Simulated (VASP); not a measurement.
# LiHF2 (P4/mmm) in VASP: settings compared, part 2 of 2

VASP 6.6.1. Earlier steps stand in the parts before.

## Step 3: Relaxation of cell and atoms, PBEsol

This run uses another cell than the first one, of 8.14 Å³/atom, 1.235 times its volume.

INCAR reads:

```
SYSTEM = LiHF2
PREC     = Accurate       ! precision mode
ENCUT    = 600            ! plane-wave cutoff, eV
EDIFF    = 1E-6           ! SCF threshold, eV
ISMEAR   = -1             ! smearing method
SIGMA    = 0.03           ! smearing width, eV
LREAL    = .False.        ! projectors in reciprocal space
LASPH    = .True.         ! aspherical terms in the spheres
NELM     = 100            ! most SCF steps
ALGO     = Normal         ! electronic algorithm
ISIF     = 3              ! what is computed and relaxed
LWAVE    = .False.        ! write WAVECAR
LCHARG   = .False.        ! write CHGCAR
GGA      = PS             ! functional
IBRION   = 2              ! ionic algorithm
NSW      = 100            ! ionic steps
EDIFFG   = -0.01          ! ionic threshold
```

KPOINTS reads:

```
regular mesh
0
Gamma
  8 8 6
  0 0 0
```

POSCAR reads:

```
LiHF2
1.0
    2.9006452900      0.0000000000      0.0000000000
    0.0000000000      2.9006452900      0.0000000000
    0.0000000000      0.0000000000      3.8690480200
Li H F
1 1 2
Direct
    0.0000000000      0.0000000000      0.0000000000
    0.5000000000      0.5000000000      0.5000000000
    0.0000000000      0.0000000000      0.5000000000
    0.5000000000      0.5000000000      0.0000000000
```

Potentials or basis: VASP PAW PBE potentials, release 64 (Li_sv, H, F).

The run is started by

```
> cat potpaw_PBE.64/Li_sv/POTCAR potpaw_PBE.64/H/POTCAR potpaw_PBE.64/F/POTCAR > POTCAR
> mpirun -np 1 vasp_std > vasp.out
```

OUTCAR:

```text
SYSTEM = LiHF2
   PREC = Accurate
   ENCUT = 600
   EDIFF = 1E-6
   ISMEAR = -1
   LREAL = .False.
   LASPH = .True.
   NELM = 100
   ISIF = 3
   GGA = PS
   IBRION = 2
   NSW = 100
   EDIFFG = -0.01

 ion  position               nearest neighbor table
   1  0.000  0.000  0.000-   3 1.93   3 1.93   4 2.05   4 2.05   4 2.05   4 2.05
   2  0.500  0.500  0.500-
   3  0.000  0.000  0.500-   1 1.93   1 1.93
   4  0.500  0.500  0.000-   1 2.05   1 2.05   1 2.05   1 2.05

  LATTYP: Found a simple tetragonal cell.
 ALAT       =     2.9006452900
 C/A-ratio  =     1.3338576879

  Lattice vectors:

 A1 = (   2.9006452900,   0.0000000000,   0.0000000000)
 A2 = (   0.0000000000,   2.9006452900,   0.0000000000)
 A3 = (   0.0000000000,   0.0000000000,   3.8690480200)

Analysis of symmetry for initial positions (statically):
=====================================================================
[... 173 lines left out ...]
  ext. energy  EPLUGINS =         0.00000000
  ---------------------------------------------------
  free energy    TOTEN  =       -15.40864333 eV

  energy without entropy =      -15.40864333  energy(sigma->0) =      -15.40864333

 E-fermi :  -1.3690     XC(G=0):  -9.9470

 val. band max:       -2.1539861107   @ k =   0.0000   0.0000   0.0000
 cond. band min:      -0.7117546944   @ k =   0.0000   0.0000   0.0000
 fundamental gap:      1.4422314162
 Fermi energy:        -1.3690238666
[... 1042 lines left out ...]
--------------------------------------- Ionic step        8  -------------------------------------------

 number of electron      17.9999981 magnetization

 Free energy of the ion-electron system (eV)
  ---------------------------------------------------
  ext. energy  EPLUGINS =         0.00000000
  ---------------------------------------------------
  free energy    TOTEN  =       -15.74084328 eV

  energy without entropy =      -15.74084328  energy(sigma->0) =      -15.74084328

 E-fermi :   0.0337     XC(G=0): -11.0297

 val. band max:       -0.6627826886   @ k =   0.0000   0.0000   0.0000
 cond. band min:       1.3504862496   @ k =   0.0000   0.0000   0.0000
 fundamental gap:      2.0132689382
 Fermi energy:         0.0337026480
[... 415 lines left out ...]
  FREE ENERGIE OF THE ION-ELECTRON SYSTEM (eV)
  ---------------------------------------------------
  free  energy   TOTEN  =       -15.7408432783 eV

  energy  without entropy=      -15.7408432783  energy(sigma->0) =      -15.74084328

 reached required accuracy - stopping structural energy minimisation
```

OSZICAR:

```text
N       E                     dE             d eps       ncg     rms          rms(c)
DAV:   1     0.976104622588E+02    0.97610E+02   -0.10572E+04  1568   0.153E+03
DAV:   2    -0.123065472590E+02   -0.10992E+03   -0.10539E+03  1875   0.301E+02
DAV:   3    -0.169119643509E+02   -0.46054E+01   -0.45879E+01  2076   0.633E+01
[... 67 lines left out ...]
DAV:   4    -0.157408331869E+02    0.69504E-03   -0.68978E-04  1865   0.407E-01    0.236E-02
DAV:   5    -0.157408427037E+02   -0.95168E-05   -0.90874E-05  1896   0.990E-02    0.191E-02
DAV:   6    -0.157408453816E+02   -0.26779E-05   -0.23366E-05  1785   0.666E-02    0.110E-02
DAV:   7    -0.157408432471E+02    0.21345E-05   -0.64384E-06  1712   0.414E-02    0.230E-03
DAV:   8    -0.157408432783E+02   -0.31235E-07   -0.97913E-07   820   0.106E-02
   8 F= -.15740843E+02 E0= -.15740843E+02  d E =-.228736E-02
```

CONTCAR:

```text
LiHF2
   1.00000000000000
     2.6879917192671923    0.0000000000000000   -0.0000000000000000
     0.0000000000000000    2.6879917192671923    0.0000000000000000
    -0.0000000000000000    0.0000000000000000    3.6294216654220475
  Li              H               F
     1     1     2
Direct
     1.0000000000000000    0.0000000000000000    0.0000000000000000
     0.5000000000000000    0.5000000000000000    0.5000000000000000
     1.0000000000000000    0.0000000000000000    0.5000000000000000
     0.5000000000000000    0.5000000000000000    0.0000000000000000

  0.00000000E+00  0.00000000E+00  0.00000000E+00
  0.00000000E+00  0.00000000E+00  0.00000000E+00
  0.00000000E+00  0.00000000E+00  0.00000000E+00
  0.00000000E+00  0.00000000E+00  0.00000000E+00
```

Run time: 63 s. Hardware: 1 thread of AMD EPYC 9R14 (Zen 4), shared host; peak memory 0.13 GiB.

Results:

| Property | Result |
| --- | --- |
| Free energy | -15.7408 eV |
| Relaxed volume | 6.56 Å³/atom |
| Relaxed cell | a = 2.688 Å, b = 2.688 Å, c = 3.629 Å, α = 90.00°, β = 90.00°, γ = 90.00° |
| Space group after relaxing (to 0.05 Å) | P4/mmm (No. 123) |
| Energy gained by relaxing | 83.0 meV/atom |
| Ionic steps | 8 |
| Pressure after relaxing | -0.1 GPa |
| Band gap on the k mesh | 2.01 eV, direct |

The path:
```csv
step,energy change (eV),largest force (eV/Å),pressure (GPa),volume (Å³)
1,0.0000,0.0000,-13.84,32.55
2,-0.2364,0.0000,-8.97,29.35
3,-0.3274,0.0000,-1.82,26.81
4,-0.3298,0.0000,0.26,26.27
5,-0.3299,0.0000,-0.18,26.39
6,-0.3303,0.0000,-0.21,26.37
7,-0.3313,0.0000,-0.21,26.33
8,-0.3322,0.0000,-0.09,26.22
```

Final structure:
```xyz
4
Lattice="2.6880 0.0000 0.0000 0.0000 2.6880 0.0000 0.0000 0.0000 3.6294" Properties=species:S:1:pos:R:3 pbc="T T T"
Li    2.6880    0.0000    0.0000
H     1.3440    1.3440    1.8147
F     2.6880    0.0000    1.8147
F     1.3440    1.3440    0.0000
```

Caveat: the cutoff is under 1.25 times the usual one of these potentials, so pressure, stress and relaxed cells hold a basis-set (Pulay) error; the volume moved by over 15 % at a fixed basis, so the end points are rough; the PAW data sets were made with another functional, which shifts forces and pressure a little.

## Step 4: Single point, r2SCAN+rVV10

This run uses another cell than the first one, of 6.50 Å³/atom, 0.987 times its volume.

POSCAR reads:

```
LiHF2
1.0
    2.6924741500      0.0000000000      0.0000000000
    0.0000000000      2.6924741500      0.0000000000
    0.0000000000      0.0000000000      3.5879789160
Li H F
1 1 2
Direct
    0.0000000000      0.0000000000      0.0000000000
    0.5000000000      0.5000000000      0.5000000000
    0.0000000000      0.0000000000      0.5000000000
    0.5000000000      0.5000000000      0.0000000000
```

INCAR.step1 reads:

```
SYSTEM = LiHF2
PREC = Accurate
ENCUT = 520
ISMEAR = -1
SIGMA = 0.03
LREAL = .False.
LASPH = .True.
NELM = 100
NBANDS = 17
GGA = PE
ALGO = Normal
EDIFF = 1E-4
LWAVE = .True.
LCHARG = .False.
```

INCAR.step2 reads:

```
SYSTEM = LiHF2
PREC = Accurate
ENCUT = 520
EDIFF = 1E-7
ISMEAR = -1
SIGMA = 0.03
LREAL = .False.
LASPH = .True.
NELM = 100
ALGO = Normal
ISIF = 2
LWAVE = .False.
LCHARG = .False.
METAGGA = R2SCAN
LMIXTAU = .True.
LUSE_VDW = .True.
IVDW_NL = 2
BPARAM = 11.95
CPARAM = 0.0093
NBANDS = 17
ISTART = 1
```

KPOINTS is that of step 3.

The run is started by

```
> cat potpaw_PBE.64/Li_sv/POTCAR potpaw_PBE.64/H/POTCAR potpaw_PBE.64/F/POTCAR > POTCAR
> cp INCAR.step1 INCAR
> mpirun -np 1 vasp_std > vasp.out
> cp INCAR.step2 INCAR
> mpirun -np 1 vasp_std > vasp.out
```

Run time: 88 s. Hardware: 1 thread of AMD EPYC 9R14 (Zen 4), shared host; peak memory 0.18 GiB.

Results (log left out):

| Property | Result |
| --- | --- |
| Free energy | -18.3047 eV |
| Band gap on the k mesh | 2.56 eV, direct |

Levels at points of the mesh, in eV from the valence-band top:
| k point | band 5 | band 6 | band 7 | band 8 | band 9 | band 10 | band 11 | band 12 | band 13 | band 14 |
| --- | --- | --- | --- | --- | --- | --- | --- | --- | --- | --- |
| (0.00, 0.00, 0.00) | -1.54 | -1.54 | -0.19 | 0.00 | 0.00 | 2.56 | 16.16 | 18.76 | 20.08 | 25.27 |
| (0.50, 0.00, 0.00) | -2.44 | -1.97 | -1.76 | -0.65 | -0.38 | 6.39 | 15.90 | 16.45 | 20.22 | 20.88 |
| (0.50, 0.50, 0.00) | -3.93 | -1.60 | -1.39 | -1.04 | -1.04 | 3.23 | 18.70 | 18.70 | 19.81 | 19.81 |
| (0.00, 0.00, 0.50) | -1.71 | -0.96 | -0.96 | -0.61 | -0.61 | 5.58 | 15.78 | 19.26 | 21.23 | 22.26 |
| (0.50, 0.00, 0.50) | -3.27 | -0.62 | -0.39 | -0.34 | -0.24 | 7.95 | 13.75 | 14.58 | 21.31 | 21.94 |
| (0.50, 0.50, 0.50) | -2.86 | -2.86 | -2.35 | -2.35 | -1.14 | 6.05 | 18.25 | 18.25 | 19.27 | 19.27 |

Caveat: the cutoff is under 1.25 times the usual one of these potentials, so pressure, stress and relaxed cells hold a basis-set (Pulay) error; the PAW data sets were made with another functional, which shifts forces and pressure a little. r2SCAN opens gaps a little over a GGA but as a rule still falls short of measured ones.

## Step 5: Relaxation of cell and atoms, r2SCAN+rVV10

POSCAR reads:

```
LiHF2
1.0
    2.6982431430      0.0000000000      0.0000000000
    0.0000000000      2.6982431430      0.0000000000
    0.0000000000      0.0000000000      3.6195139525
Li H F
1 1 2
Direct
    0.0000000000      0.0000000000      0.0000000000
    0.5000000000      0.5000000000      0.5000000000
    0.0000000000      0.0000000000      0.5000000000
    0.5000000000      0.5000000000      0.0000000000
```

INCAR.step1 reads:

```
SYSTEM = LiHF2
  ALGO = Normal
  EDIFF = 1E-4
  ENCUT = 600
  GGA = PE
  ISMEAR = -1
  LASPH = .TRUE.
  LCHARG = .FALSE.
  LREAL = .FALSE.
  LWAVE = .TRUE.
  NELM = 100
  PREC = Accurate
  SIGMA = 0.03
```

INCAR.step2 reads:

```
SYSTEM = LiHF2
  ALGO = Normal
  BPARAM = 11.95
  CPARAM = 0.0093
  EDIFF = 1E-6
  EDIFFG = -0.01
  ENCUT = 600
  IBRION = 2
  ISIF = 3
  ISMEAR = -1
  ISTART = 1
  IVDW_NL = 2
  LASPH = .TRUE.
  LCHARG = .FALSE.
  LMIXTAU = .TRUE.
  LREAL = .FALSE.
  LUSE_VDW = .TRUE.
  LWAVE = .FALSE.
  METAGGA = R2SCAN
  NELM = 100
  NSW = 100
  PREC = Accurate
  SIGMA = 0.03
```

KPOINTS reads:

```
k-points
0
G
  8 8 6
  0 0 0
```

The run is started by

```
> cat potpaw_PBE.64/Li_sv/POTCAR potpaw_PBE.64/H/POTCAR potpaw_PBE.64/F/POTCAR > POTCAR
> cp INCAR.step1 INCAR
> mpirun -np 1 vasp_std > vasp.out
> cp INCAR.step2 INCAR
> mpirun -np 1 vasp_std > vasp.out
```

Wall time 4.6 min (1 thread of AMD EPYC 9R14 (Zen 4), shared host); peak memory 0.21 GiB.

Results (log left out):

```
Free energy                            : -18.3123 eV
Relaxed volume                         : 6.44 Å³/atom
Relaxed cell                           : a = 2.678 Å, b = 2.678 Å, c = 3.594 Å, α = 90.00°, β = 90.00°, γ = 90.00°
Space group after relaxing (to 0.05 Å) : P4/mmm (No. 123)
Energy gained by relaxing              : 1.0 meV/atom
Ionic steps                            : 6
Pressure after relaxing                : -0.1 GPa
Band gap on the k mesh                 : 2.59 eV, direct
```

Stress tensor (GPa, compression positive):
```
-0.23  0.00  0.00
 0.00 -0.23  0.00
 0.00  0.00  0.21
```

The path:
| step | energy change (eV) | largest force (eV/Å) | pressure (GPa) | volume (Å³) |
| --- | --- | --- | --- | --- |
| 1 | 0.0000 | 0.0000 | -2.53 | 26.35 |
| 2 | -0.0037 | 0.0000 | -0.90 | 25.96 |
| 3 | -0.0040 | 0.0000 | 0.04 | 25.75 |
| 4 | -0.0040 | 0.0000 | 0.01 | 25.76 |
| 5 | -0.0040 | 0.0000 | -0.06 | 25.77 |
| 6 | -0.0041 | 0.0000 | -0.08 | 25.77 |

Final structure:
```yaml
crystal:
  lattice:
    - [2.67767, 0.00000, 0.00000]
    - [0.00000, 2.67767, 0.00000]
    - [0.00000, 0.00000, 3.59373]
  atoms:
    - { symbol: Li, position: [0.00000, 0.00000, 0.00000] }
    - { symbol: H, position: [0.50000, 0.50000, 0.50000] }
    - { symbol: F, position: [0.00000, 0.00000, 0.50000] }
    - { symbol: F, position: [0.50000, 0.50000, 0.00000] }
```

Levels at points of the mesh, in eV from the valence-band top:
| k point | band 6 | band 7 | band 8 | band 9 | band 10 | band 11 | band 12 | band 13 |
| --- | --- | --- | --- | --- | --- | --- | --- | --- |
| (0.00, 0.00, 0.00) | -1.52 | -0.16 | 0.00 | 0.00 | 2.59 | 16.31 | 18.90 | 20.09 |
| (0.50, 0.00, 0.00) | -1.99 | -1.75 | -0.62 | -0.38 | 6.48 | 16.02 | 16.58 | 20.21 |
| (0.50, 0.50, 0.00) | -1.61 | -1.37 | -1.08 | -1.08 | 3.24 | 18.87 | 18.87 | 19.82 |
| (0.00, 0.00, 0.50) | -0.94 | -0.94 | -0.62 | -0.62 | 5.58 | 15.90 | 19.27 | 21.35 |
| (0.50, 0.00, 0.50) | -0.59 | -0.40 | -0.34 | -0.24 | 8.01 | 13.84 | 14.64 | 21.48 |
| (0.50, 0.50, 0.50) | -2.89 | -2.40 | -2.40 | -1.16 | 6.04 | 18.40 | 18.40 | 19.39 |

Caveat: the cutoff is under 1.25 times the usual one of these potentials, so pressure, stress and relaxed cells hold a basis-set (Pulay) error; the PAW data sets were made with another functional, which shifts forces and pressure a little. r2SCAN opens gaps a little over a GGA but as a rule still falls short of measured ones.

## Step 6: Summary

| task | level | cell | cutoff (eV) | gap on the mesh (eV) | pressure (GPa) | relaxed volume (Å³/atom) |
| --- | --- | --- | --- | --- | --- | --- |
| single point | PBEsol | P4/mmm, 6.59 Å³/atom | 520 | 1.99 | - | - |
| relaxation of cell and atoms | PBEsol | relaxed | 600 | 2.01 | -0.1 | 6.56 |
| single point | r2SCAN+rVV10 | P4/mmm, 6.5 Å³/atom | 520 | 2.56 | - | - |
| relaxation of cell and atoms | r2SCAN+rVV10 | relaxed | 600 | 2.59 | -0.1 | 6.44 |

Alike in all rows: potentials or basis VASP PAW PBE potentials, release 64 (Li_sv, H, F); no spin polarisation; k mesh 8 × 8 × 6; smearing fermi-dirac 0.03 eV.

Caveats: the cutoff is under 1.25 times the usual one of these potentials, so pressure, stress and relaxed cells hold a basis-set (Pulay) error; the PAW data sets were made with another functional, which shifts forces and pressure a little; the volume moved by over 15 % at a fixed basis, so the end points are rough (some runs).

Total energies depend on the potentials used, so only differences within one code and one set of settings carry meaning.
